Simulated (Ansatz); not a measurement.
Ansatz input file:

```yaml
crystal:
  lattice:
    - [3.1135143417, 0.0, 0.0]
    - [0.0, 4.4031742087, 0.0]
    - [0.0, 0.0, 18.6810860503]
  atoms:
    - { symbol: Al, position: [0.0, 0.0, 0.0] }
    - { symbol: "N", position: [1.0, 0.25, 0.0833333333] }
    - { symbol: Al, position: [0.5, 0.5, 0.0833333333] }
    - { symbol: "N", position: [0.5, 0.75, 0.1666666667] }
    - { symbol: Al, position: [0.0, 0.0, 0.1666666667] }
    - { symbol: "N", position: [1.0, 0.25, 0.25] }
    - { symbol: Al, position: [0.5, 0.5, 0.25] }
    - { symbol: "N", position: [0.5, 0.75, 0.3333333333] }
    - { symbol: Al, position: [0.0, 0.0, 0.3333333333] }
    - { symbol: "N", position: [1.0, 0.25, 0.4166666667] }
    - { symbol: Al, position: [0.5, 0.5, 0.4166666667] }
    - { symbol: Al, position: [0.5, 0.75, 0.5] }
    - { symbol: "N", position: [0.0, 0.0, 0.5] }
    - { symbol: Al, position: [1.0, 0.25, 0.5833333333] }
    - { symbol: "N", position: [0.5, 0.5, 0.5833333333] }
    - { symbol: Al, position: [0.5, 0.75, 0.6666666667] }
    - { symbol: "N", position: [0.0, 0.0, 0.6666666667] }
    - { symbol: Al, position: [1.0, 0.25, 0.75] }
    - { symbol: "N", position: [0.5, 0.5, 0.75] }
    - { symbol: Al, position: [0.5, 0.75, 0.8333333333] }
    - { symbol: "N", position: [0.0, 0.0, 0.8333333333] }
    - { symbol: Al, position: [1.0, 0.25, 0.9166666667] }
    - { symbol: "N", position: [0.5, 0.5, 0.9166666667] }
    - { symbol: "N", position: [0.5, 0.75, 0.0] }
basis:
  ecutwfc: 420
kpoints:
  mp_grid: { grid: [8, 6, 2] }
hamiltonian:
  xc: pbe
scf:
  occupations: { method: gaussian, width: 0.05 }
output:
  forces: true
  stress: true
  eigenvalues: true
  populations: true
relax:
  adjacent_minimum: "off"
  f_tol: 0.02
  max_steps: 45
  cell: { fix: [a, b, alpha, beta, gamma], stress_tol: 0.1 }
```

Run as
```bash
ansatz run input.yaml --threads 2 --pin off --max-ram 5120MiB --backend cpu --events-out ev --progress --plain --runs-dir out
```

Level of theory: DFT PBE, scalar-relativistic, plane waves, PAW in Ansatz 0.2.0.

From the run's log, abridged:

```
Pseudopotentials: kind: paw
Pseudopotential: Al, paw, valence charge 3, recommended cutoff 420 eV (normal)
Pseudopotential: N, paw, valence charge 5, recommended cutoff 420 eV (normal)
Functional definition: PBE
Crystal: 24 atoms, lattice volume = 256.105 Å³
Basis set: ecut = 420 eV, 5015 PW (Γ), exchange–correlation on 48×60×250 points (8 copies of the dense FFT grid, shifted against one another)
Bands: 72, of which v1, the nominal top of the filled ones, is band 48 counted from 1 (47 counted from 0)
Symmetry: 8 space group operations
Space group: Pnnm (ITA 58), of the structure as read, at distance tolerance 6.4e-5 Å
k-points: 40 of 96
Initial density: superposition of atomic densities (neutral atoms: chi_scale 0, normalization atom), corrected by the library's trained network
Initial wavefunctions: pseudopotential atomic-orbital guess
Functional: x = pbe(κ = 0.804, μ = 0.21951497), c = pbe(β = 0.06672455)
SCF iter   1: F=—  HF=-11073.785820 eV  |F-HF|=—  |Δ(HF+E_count)|=         —  Δρ=1.58e-2  dr2=9.48e-1  ethr=1.77e-3  ⟨swp⟩=6.0  Hψ=12908  notcnv=0  defer=351
SCF iter   2: F=—  HF=-11073.548159 eV  |F-HF|=—  |Δ(HF+E_count)|=   2.38e-1  Δρ=8.04e-3  dr2=2.63e-1  ethr=9.87e-4  ⟨swp⟩=2.0  Hψ=3548  notcnv=0  defer=591
SCF iter   3: F=—  HF=-11073.469209 eV  |F-HF|=—  |Δ(HF+E_count)|=   7.90e-2  Δρ=1.61e-3  dr2=5.13e-3  ethr=2.74e-4  ⟨swp⟩=2.5  Hψ=3667  notcnv=0  defer=715
SCF iter   4: F=—  HF=-11073.468929 eV  |F-HF|=—  |Δ(HF+E_count)|=   2.80e-4  Δρ=4.92e-4  dr2=1.02e-3  ethr=5.34e-6  ⟨swp⟩=2.6  Hψ=4995  notcnv=0  defer=690
SCF iter   5: F=—  HF=-11073.468748 eV  |F-HF|=—  |Δ(HF+E_count)|=   1.81e-4  Δρ=9.17e-5  dr2=2.67e-5  ethr=1.06e-6  ⟨swp⟩=2.7  Hψ=3919  notcnv=0  defer=690
SCF iter   6: F=—  HF=-11073.468558 eV  |F-HF|=—  |Δ(HF+E_count)|=   1.90e-4  Δρ=2.50e-5  dr2=1.68e-6  ethr=2.78e-8  ⟨swp⟩=2.0  Hψ=3429  notcnv=0  defer=690
SCF iter   7: F=-11073.468558 eV  HF=-11073.468558 eV  |F-HF|=1.48e-8  |Δ(HF+E_count)|=   6.69e-8  Δρ=3.60e-6  dr2=4.48e-8  ethr=1.04e-10  ⟨swp⟩=15.1  Hψ=18984  notcnv=0
SCF 1 converged in 7 iterations: F = -11073.468558 eV  dr2 = 4.48e-8
relax step   1: F+E_penalty+E_count = -11073.46855810 eV  Δ(F+E_penalty+E_count) = +0.000e0 eV  max|allowed force component| = 8.543e0 eV/Å  Δτ_max = 0.0000 Å  P = +13.242 GPa  Ω = 256.105 Å³  fix = [a, b, alpha, beta, gamma]  reactions: a +6.272, b +13.762 GPa (7 SCF iters, dr2 threshold 1.00e-7 eV, accepted)
Crystal: 24 atoms, lattice volume = 262.233 Å³
Basis set: ecut = 420 eV, 5099 PW (Γ), exchange–correlation on 48×60×250 points (8 copies of the dense FFT grid, shifted against one another)
Initial density: handed on by an earlier stage of this run
Initial wavefunctions: those handed on with the density
SCF iter   1: F=—  HF=-11079.427909 eV  |F-HF|=—  |Δ(HF+E_count)|=         —  Δρ=3.32e-2  dr2=2.05e0  ethr=2.13e-3  ⟨swp⟩=4.3  Hψ=14062  notcnv=0  defer=1
SCF iter   2: F=—  HF=-11079.200032 eV  |F-HF|=—  |Δ(HF+E_count)|=   2.28e-1  Δρ=1.85e-2  dr2=6.08e-1  ethr=2.13e-3  ⟨swp⟩=1.6  Hψ=2970  notcnv=0  defer=5
SCF iter   3: F=—  HF=-11079.112205 eV  |F-HF|=—  |Δ(HF+E_count)|=   8.78e-2  Δρ=3.26e-3  dr2=4.74e-2  ethr=6.34e-4  ⟨swp⟩=3.2  Hψ=4905  notcnv=0  defer=536
SCF iter   4: F=—  HF=-11079.105757 eV  |F-HF|=—  |Δ(HF+E_count)|=   6.45e-3  Δρ=1.14e-3  dr2=1.05e-2  ethr=4.94e-5  ⟨swp⟩=2.4  Hψ=3368  notcnv=0  defer=537
SCF iter   5: F=—  HF=-11079.104268 eV  |F-HF|=—  |Δ(HF+E_count)|=   1.49e-3  Δρ=3.40e-4  dr2=3.11e-3  ethr=1.10e-5  ⟨swp⟩=2.0  Hψ=2303  notcnv=0  defer=537
SCF iter   6: F=—  HF=-11079.103681 eV  |F-HF|=—  |Δ(HF+E_count)|=   5.87e-4  Δρ=1.95e-4  dr2=7.37e-4  ethr=3.24e-6  ⟨swp⟩=2.6  Hψ=2982  notcnv=0  defer=537
SCF iter   7: F=—  HF=-11079.103253 eV  |F-HF|=—  |Δ(HF+E_count)|=   4.28e-4  Δρ=8.86e-5  dr2=1.03e-4  ethr=7.68e-7  ⟨swp⟩=2.0  Hψ=3551  notcnv=0  defer=537
SCF iter   8: F=—  HF=-11079.103234 eV  |F-HF|=—  |Δ(HF+E_count)|=   1.92e-5  Δρ=3.56e-5  dr2=8.61e-6  ethr=1.07e-7  ⟨swp⟩=2.0  Hψ=3021  notcnv=0  defer=548
SCF iter   9: F=-11079.103232 eV  HF=-11079.103232 eV  |F-HF|=3.65e-7  |Δ(HF+E_count)|=   1.92e-6  Δρ=1.13e-5  dr2=7.30e-7  ethr=2.50e-9  ⟨swp⟩=14.2  Hψ=17172  notcnv=0
SCF 2 converged in 9 iterations: F = -11079.103232 eV  dr2 = 7.30e-7
relax step   2: F+E_penalty+E_count = -11079.10323200 eV  Δ(F+E_penalty+E_count) = -5.635e0 eV  max|allowed force component| = 1.101e0 eV/Å  Δτ_max = 0.1912 Å  P = +3.607 GPa  Ω = 262.233 Å³  energy of the carried Pulay correction = -1.839e-2 eV  fix = [a, b, alpha, beta, gamma]  reactions: a +3.392, b +7.444 GPa (9 SCF iters, dr2 threshold 2.40e-6 eV, accepted)
Crystal: 24 atoms, lattice volume = 261.032 Å³
Basis set: ecut = 420 eV, 5079 PW (Γ), exchange–correlation on 48×60×250 points (8 copies of the dense FFT grid, shifted against one another)
SCF iter   1: F=—  HF=-11080.686244 eV  |F-HF|=—  |Δ(HF+E_count)|=         —  Δρ=2.81e-2  dr2=1.56e0  ethr=1.62e-3  ⟨swp⟩=3.6  Hψ=14382  notcnv=0  defer=1
SCF iter   2: F=—  HF=-11080.399726 eV  |F-HF|=—  |Δ(HF+E_count)|=   2.87e-1  Δρ=1.51e-2  dr2=4.59e-1  ethr=1.62e-3  ⟨swp⟩=2.0  Hψ=3510  notcnv=0  defer=10
SCF iter   3: F=—  HF=-11080.310731 eV  |F-HF|=—  |Δ(HF+E_count)|=   8.90e-2  Δρ=1.59e-3  dr2=5.28e-3  ethr=4.78e-4  ⟨swp⟩=4.5  Hψ=5734  notcnv=0  defer=106
SCF iter   4: F=—  HF=-11080.311136 eV  |F-HF|=—  |Δ(HF+E_count)|=   4.05e-4  Δρ=3.63e-4  dr2=2.82e-4  ethr=5.50e-6  ⟨swp⟩=2.0  Hψ=4939  notcnv=0  defer=107
SCF iter   5: F=—  HF=-11080.311052 eV  |F-HF|=—  |Δ(HF+E_count)|=   8.43e-5  Δρ=8.17e-5  dr2=2.35e-5  ethr=2.94e-7  ⟨swp⟩=2.6  Hψ=4045  notcnv=0  defer=107
SCF iter   6: F=-11080.311053 eV  HF=-11080.311053 eV  |F-HF|=4.42e-7  |Δ(HF+E_count)|=   1.66e-6  Δρ=2.09e-5  dr2=1.25e-6  ethr=2.50e-9  ⟨swp⟩=12.9  Hψ=16799  notcnv=0
SCF 3 converged in 6 iterations: F = -11080.311053 eV  dr2 = 1.25e-6
relax step   3: F+E_penalty+E_count = -11080.31105289 eV  Δ(F+E_penalty+E_count) = -1.208e0 eV  max|allowed force component| = 1.468e0 eV/Å  Δτ_max = 0.1944 Å  P = +2.594 GPa  Ω = 261.032 Å³  energy of the carried Pulay correction = -1.482e-2 eV  fix = [a, b, alpha, beta, gamma]  reactions: a +1.760, b +7.280 GPa (6 SCF iters, dr2 threshold 2.40e-6 eV, accepted)
Crystal: 24 atoms, lattice volume = 258.440 Å³
Basis set: ecut = 420 eV, 5047 PW (Γ), exchange–correlation on 48×60×250 points (8 copies of the dense FFT grid, shifted against one another)
SCF iter   1: F=—  HF=-11081.049327 eV  |F-HF|=—  |Δ(HF+E_count)|=         —  Δρ=2.59e-2  dr2=1.26e0  ethr=1.31e-3  ⟨swp⟩=3.7  Hψ=14297  notcnv=0
SCF iter   2: F=—  HF=-11080.809036 eV  |F-HF|=—  |Δ(HF+E_count)|=   2.40e-1  Δρ=1.33e-2  dr2=3.37e-1  ethr=1.31e-3  ⟨swp⟩=2.1  Hψ=3796  notcnv=0  defer=14
SCF iter   3: F=—  HF=-11080.748138 eV  |F-HF|=—  |Δ(HF+E_count)|=   6.09e-2  Δρ=1.65e-3  dr2=5.73e-3  ethr=3.51e-4  ⟨swp⟩=4.7  Hψ=5694  notcnv=0  defer=58
   ...
Basis set: ecut = 420 eV, 5051 PW (Γ), exchange–correlation on 48×60×256 points (8 copies of the dense FFT grid, shifted against one another)
Initial wavefunctions: pseudopotential atomic-orbital guess (no wavefunctions were taken with the density)
SCF iter   1: F=—  HF=-11080.839137 eV  |F-HF|=—  |Δ(HF+E_count)|=         —  Δρ=9.68e-5  dr2=3.04e-6  ethr=8.18e-8  ⟨swp⟩=5.0  Hψ=21893  notcnv=0
SCF iter   2: F=—  HF=-11080.839161 eV  |F-HF|=—  |Δ(HF+E_count)|=   2.46e-5  Δρ=4.90e-5  dr2=6.57e-7  ethr=3.16e-9  ⟨swp⟩=2.9  Hψ=5500  notcnv=0
SCF iter   3: F=—  HF=-11080.839166 eV  |F-HF|=—  |Δ(HF+E_count)|=   4.67e-6  Δρ=6.34e-6  dr2=1.23e-8  ethr=6.85e-10  ⟨swp⟩=2.0  Hψ=4747  notcnv=0
SCF iter   4: F=-11080.839166 eV  HF=-11080.839166 eV  |F-HF|=2.62e-10  |Δ(HF+E_count)|=   7.36e-8  Δρ=4.57e-7  dr2=1.88e-10  ethr=1.28e-11  ⟨swp⟩=2.0  Hψ=4764  notcnv=0
SCF iter   5: F=-11080.839166 eV  HF=-11080.839166 eV  |F-HF|=7.28e-12  |Δ(HF+E_count)|=  3.15e-10  Δρ=8.08e-8  dr2=1.85e-11  ethr=1.00e-12  ⟨swp⟩=1.0  Hψ=2844  notcnv=0
SCF iter   6: F=-11080.839166 eV  HF=-11080.839166 eV  |F-HF|=0.00e0  |Δ(HF+E_count)|=    0.00e0  Δρ=1.61e-8  dr2=1.31e-12  ethr=1.00e-12  ⟨swp⟩=5.0  Hψ=8744  notcnv=0
SCF 9 converged in 6 iterations: F = -11080.839166 eV  dr2 = 1.31e-12
Crystal: 24 atoms, lattice volume = 259.502 Å³
SCF iter   1: F=—  HF=-11080.839146 eV  |F-HF|=—  |Δ(HF+E_count)|=         —  Δρ=1.04e-4  dr2=2.65e-5  ethr=2.62e-8  ⟨swp⟩=2.7  Hψ=9587  notcnv=0
SCF iter   2: F=—  HF=-11080.839054 eV  |F-HF|=—  |Δ(HF+E_count)|=   9.14e-5  Δρ=4.42e-5  dr2=5.05e-6  ethr=2.62e-8  ⟨swp⟩=2.4  Hψ=4635  notcnv=0
SCF iter   3: F=—  HF=-11080.839053 eV  |F-HF|=—  |Δ(HF+E_count)|=   1.33e-6  Δρ=8.44e-6  dr2=1.75e-7  ethr=5.26e-9  ⟨swp⟩=2.2  Hψ=4154  notcnv=0
SCF iter   4: F=-11080.839053 eV  HF=-11080.839053 eV  |F-HF|=1.30e-9  |Δ(HF+E_count)|=   6.59e-9  Δρ=1.27e-6  dr2=3.67e-9  ethr=1.82e-10  ⟨swp⟩=2.9  Hψ=4681  notcnv=0
SCF iter   5: F=-11080.839053 eV  HF=-11080.839053 eV  |F-HF|=2.18e-11  |Δ(HF+E_count)|=   1.67e-9  Δρ=2.67e-7  dr2=1.78e-10  ethr=3.82e-12  ⟨swp⟩=2.4  Hψ=4666  notcnv=0
SCF iter   6: F=-11080.839053 eV  HF=-11080.839053 eV  |F-HF|=0.00e0  |Δ(HF+E_count)|=  7.09e-11  Δρ=6.36e-8  dr2=9.14e-12  ethr=1.00e-12  ⟨swp⟩=4.7  Hψ=8430  notcnv=0
SCF 10 converged in 6 iterations: F = -11080.839053 eV  dr2 = 9.14e-12
relax step  10: F+E_penalty+E_count = -11080.83905306 eV  Δ(F+E_penalty+E_count) = +1.130e-4 eV  max|allowed force component| = 2.465e-3 eV/Å  Δτ_max = 0.0006 Å  P = +2.739 GPa  Ω = 259.502 Å³  energy of the carried Pulay correction = -1.769e-4 eV  fix = [a, b, alpha, beta, gamma]  reactions: a +1.548, b +6.655 GPa (6 SCF iters, dr2 threshold 2.91e-8 eV, accepted)
SCF iter   1: F=—  HF=-11080.839248 eV  |F-HF|=—  |Δ(HF+E_count)|=         —  Δρ=4.44e-6  dr2=5.03e-9  ethr=7.09e-8  ⟨swp⟩=5.0  Hψ=21910  notcnv=0
SCF iter   2: F=—  HF=-11080.839257 eV  |F-HF|=—  |Δ(HF+E_count)|=   9.42e-6  Δρ=2.21e-6  dr2=1.14e-9  ethr=5.24e-12  ⟨swp⟩=3.2  Hψ=6404  notcnv=0
SCF iter   3: F=-11080.839257 eV  HF=-11080.839257 eV  |F-HF|=2.26e-8  |Δ(HF+E_count)|=   5.33e-8  Δρ=1.22e-6  dr2=3.23e-10  ethr=1.19e-12  ⟨swp⟩=1.1  Hψ=2920  notcnv=0
SCF iter   4: F=-11080.839257 eV  HF=-11080.839257 eV  |F-HF|=1.82e-12  |Δ(HF+E_count)|=   2.27e-8  Δρ=3.35e-8  dr2=1.80e-12  ethr=1.00e-12  ⟨swp⟩=2.0  Hψ=4284  notcnv=0
SCF iter   5: F=-11080.839257 eV  HF=-11080.839257 eV  |F-HF|=3.64e-12  |Δ(HF+E_count)|=  1.82e-12  Δρ=8.90e-9  dr2=2.09e-13  ethr=1.00e-12  ⟨swp⟩=1.0  Hψ=2864  notcnv=0
SCF iter   6: F=-11080.839257 eV  HF=-11080.839257 eV  |F-HF|=3.64e-12  |Δ(HF+E_count)|=    0.00e0  Δρ=3.76e-9  dr2=3.20e-14  ethr=1.00e-12  ⟨swp⟩=1.0  Hψ=2864  notcnv=0
SCF iter   7: F=-11080.839257 eV  HF=-11080.839257 eV  |F-HF|=0.00e0  |Δ(HF+E_count)|=    0.00e0  Δρ=1.51e-9  dr2=3.53e-15  ethr=1.00e-12  ⟨swp⟩=4.7  Hψ=8449  notcnv=0
SCF 11 converged in 7 iterations: F = -11080.839257 eV  dr2 = 3.53e-15
SCF converged after 7 iterations
Free energy (F): -11080.839257 eV
Harris-Foulkes:  -11080.839257 eV  (|F-HF|=0.00e0)
Internal energy: -11080.839257 eV  (E = F + TS)
E sigma→0 (E₀):  -11080.839257 eV
Fermi energy:    9.177967 eV
--- Per-component energies (eV) ---
  E_band       = 149.615834
  E_kinetic    = 1893.481123
  E_local      = -2830.562872  (includes V_loc(G=0)·N_el)
  E_nonlocal   = 667.624763
  E_hartree    = 990.834789
  E_xc         = -1214.800047
  E_vxc        = -1286.048933  (∫ρ·V_xc dr)
  E_paw        = -7139.587793  (= ΣΔE_a)
  E_vpaw       = -276.548986  (= ΣTr[D̂ρ^β])
  E_aug_tail   = 0.001157  (compensation charges beyond the density's cutoff)
  E_ewald      = -3447.830378
  E_smearing   =  0.000000  (= −TS)
--- Forces (eV/Å), atoms counted from 1 ---
  atom   1  Al     0.00000000     0.00017235     0.00066593
  atom   2  N      0.00000000    -0.00058816    -0.00103807
  atom   3  Al     0.00000000     0.00197922    -0.00246816
  atom   4  N      0.00000000    -0.00216574     0.00185820
  atom   5  Al     0.00000000     0.00119567    -0.00159113
  atom   6  N      0.00000000    -0.00216574    -0.00185820
  atom   7  Al     0.00000000     0.00119567     0.00159113
  atom   8  N      0.00000000    -0.00058816     0.00103807
  atom   9  Al     0.00000000     0.00197922     0.00246816
  atom  10  N      0.00000000    -0.00032133    -0.00095161
  atom  11  Al     0.00000000     0.00017235    -0.00066593
  atom  12  Al     0.00000000    -0.00017235     0.00066593
  atom  13  N      0.00000000     0.00032133     0.00095161
  atom  14  Al     0.00000000    -0.00197922    -0.00246816
  atom  15  N      0.00000000     0.00058816    -0.00103807
  atom  16  Al     0.00000000    -0.00119567    -0.00159113
  atom  17  N      0.00000000     0.00216574     0.00185820
  atom  18  Al     0.00000000    -0.00119567     0.00159113
  atom  19  N      0.00000000     0.00216574    -0.00185820
  atom  20  Al     0.00000000    -0.00197922     0.00246816
  atom  21  N      0.00000000     0.00058816     0.00103807
  atom  22  Al     0.00000000    -0.00017235    -0.00066593
  atom  23  N      0.00000000     0.00032133    -0.00095161
  atom  24  N      0.00000000    -0.00032133     0.00095161
--- Stress (GPa, compression-positive) ---
        1.548080       0.000000       0.000000
        0.000000       6.655273       0.000000
        0.000000       0.000000       0.014939
  P = ⅓ Tr σ = 2.7394 GPa (27.394 kbar)
--- Band table (eV; the first three rows and the last of 40) ---
  k-point 0: bands = ["-9.6228", "-9.6146", "-8.0004", "-7.8715", "-7.2853", "-7.0397", "-6.2003", "-6.0464", "-5.7045", "-5.6913", "-4.5219", "-4.5213", "1.2893", "1.5946", "1.6734", "1.8029", "2.0518", "2.3921", "2.6627", "2.7872", "2.8320", "3.0535", "3.1244", "3.7265", "3.7920", "4.0485", "4.0603", "4.0717", "4.3975", "4.9044", "4.9916", "5.1023", "5.1400", "5.2956", "5.4623", "5.5129", "5.6326", "6.2140", "6.2228", "6.3028", "6.3073", "6.4760", "6.5275", "6.5404", "7.3551", "7.3581", "7.3986", "7.5424", "9.9954", "10.0892", "10.8556", "11.4797", "11.5285", "11.6566", "12.0357", "12.7085", "13.1625", "13.4522", "13.4616", "14.1392", "14.2835", "14.4524", "15.2032", "15.8351", "15.9353",  ...
  k-point 1: bands = ["-9.6188", "-9.6188", "-7.9435", "-7.9435", "-7.1609", "-7.1609", "-6.1183", "-6.1183", "-5.6970", "-5.6970", "-4.5216", "-4.5216", "1.4138", "1.4138", "1.7371", "1.7371", "2.2842", "2.2842", "2.5070", "2.5070", "3.2582", "3.2582", "3.4373", "3.4373", "3.6406", "3.6406", "4.0543", "4.0543", "4.8297", "4.8297", "5.0396", "5.0396", "5.1483", "5.1483", "5.5517", "5.5517", "5.8647", "5.8647", "6.2606", "6.2606", "6.4420", "6.4420", "6.5346", "6.5346", "7.3565", "7.3565", "7.4433", "7.4433", "10.2021", "10.2021", "10.7809", "10.7809", "11.8035", "11.8035", "12.4736", "12.4736", "13.0889", "13.0889", "13.9827", "13.9827", "14.2859", "14.2859", "15.5629", "15.5629", "16.0442", ...
  k-point 2: bands = ["-9.5883", "-9.5819", "-7.8752", "-7.7647", "-7.1889", "-6.9884", "-6.2087", "-6.1175", "-5.8835", "-5.8790", "-4.6066", "-4.5845", "1.0137", "1.2827", "1.3637", "1.3858", "2.0478", "2.1727", "2.3074", "2.5743", "2.9547", "3.4791", "3.5148", "3.9650", "4.0769", "4.0857", "4.2373", "4.4195", "4.5806", "4.7438", "5.0321", "5.0818", "5.1737", "5.5235", "5.6608", "5.7073", "5.8894", "5.9339", "6.1921", "6.2482", "6.3231", "6.3968", "6.4200", "6.4237", "7.3228", "7.3257", "7.5598", "7.6306", "10.2720", "10.5569", "11.1473", "11.7318", "11.7692", "11.8697", "12.2842", "12.6892", "13.2233", "13.4394", "13.5791", "14.0715", "14.5001", "14.6253", "14.6866", "15.3629", "15.7797", ...
  k-point 39: bands = ["-8.8763", "-8.8763", "-6.1618", "-6.1618", "-6.1452", "-6.1452", "-5.8085", "-5.8085", "-5.7855", "-5.7855", "-4.0697", "-4.0697", "0.4796", "0.4796", "0.9877", "0.9877", "1.2794", "1.2794", "1.6595", "1.6595", "2.1858", "2.1858", "2.2938", "2.2938", "2.9297", "2.9297", "3.3265", "3.3265", "3.8262", "3.8262", "3.9320", "3.9320", "4.5222", "4.5222", "4.8084", "4.8084", "5.3341", "5.3341", "5.4476", "5.4476", "5.6557", "5.6557", "6.2017", "6.2017", "6.5633", "6.5633", "8.1529", "8.1529", "11.3601", "11.3601", "12.2165", "12.2165", "12.8005", "12.8005", "13.3700", "13.3700", "13.6560", "13.6560", "14.1577", "14.1577", "14.8539", "14.8539", "15.1514", "15.1514", "15.4121" ...
--- Relaxed structure (9 steps of the walk, 8 accepted, 2 SCFs on fresh bases) ---
  F+E_penalty+E_count = -11080.83925735 eV   max|allowed force component| = 2.468e-3 eV/Å   (the final SCF, on the basis selected at the relaxed cell)
  cell:  # Å, volume = 259.5025 Å³
    - [3.1135143417, 4.24482781e-127, 1.39058425e-127]
    - [6.00309306e-127, 4.4031742087, 0.0]
    - [8.34350553e-127, 0.0, 18.92887175]
  atoms:
    - { symbol: Al, position: [0.0, -0.06922980, 0.00470222] }
    - { symbol: N, position: [1.0, 0.15321315, 0.09011729] }
    - { symbol: Al, position: [0.5, 0.39653401, 0.08232125] }
    - { symbol: N, position: [0.5, 0.64968008, 0.16460360] }
    - { symbol: Al, position: [0.0, -0.10262478, 0.16945732] }
    - { symbol: N, position: [1.0, 0.14968008, 0.25206305] }
    - { symbol: Al, position: [0.5, 0.39737521, 0.24720933] }
    - { symbol: N, position: [0.5, 0.65321315, 0.32654936] }
    - { symbol: Al, position: [0.0, -0.10346598, 0.33434541] }
    - { symbol: N, position: [1.0, 0.17049198, 0.41758822] }
    - { symbol: Al, position: [0.5, 0.43077019, 0.41196443] }
    - { symbol: Al, position: [0.5, 0.81922980, 0.50470222] }
    - { symbol: N, position: [0.0, 0.07950801, 0.49907843] }
    - { symbol: Al, position: [1.0, 0.35346598, 0.58232125] }
    - { symbol: N, position: [0.5, 0.59678684, 0.59011729] }
    - { symbol: Al, position: [0.5, 0.85262478, 0.66945732] }
    - { symbol: N, position: [0.0, 0.10031991, 0.66460360] }
    - { symbol: Al, position: [1.0, 0.35262478, 0.74720933] }
    - { symbol: N, position: [0.5, 0.60031991, 0.75206305] }
    - { symbol: Al, position: [0.5, 0.85346598, 0.83434541] }
    - { symbol: N, position: [0.0, 0.09678684, 0.82654936] }
    - { symbol: Al, position: [1.0, 0.31922980, 0.91196443] }
    - { symbol: N, position: [0.5, 0.57950801, 0.91758822] }
    - { symbol: N, position: [0.5, 0.67049198, -0.00092156] }
--- Löwdin populations: 24 sites ---
  site symbol q [e]
     0     Al      2.2750
     1      N      6.0173
     2     Al      1.9447
     3      N      5.9989
     4     Al      1.9382
     5      N      5.9989
     6     Al      1.9382
     7      N      6.0173
     8     Al      1.9447
     9      N      5.6459
    10     Al      2.2750
    11     Al      2.2750
    12      N      5.6459
    13     Al      1.9447
    14      N      6.0173
    15     Al      1.9382
    16      N      5.9989
    17     Al      1.9382
    18      N      5.9989
    19     Al      1.9447
    20      N      6.0173
    21     Al      2.2750
    22      N      5.6459
    23      N      5.6459
  spilling = 0.007498 (of n_electrons = 96.000000)
```

The relaxation met its thresholds.

It took 15 min on 2 threads of Intel(R) Xeon(R) Processor @ 2.50GHz (Skylake/Cascade Lake), with other jobs on the host, peak memory 0.95 GiB.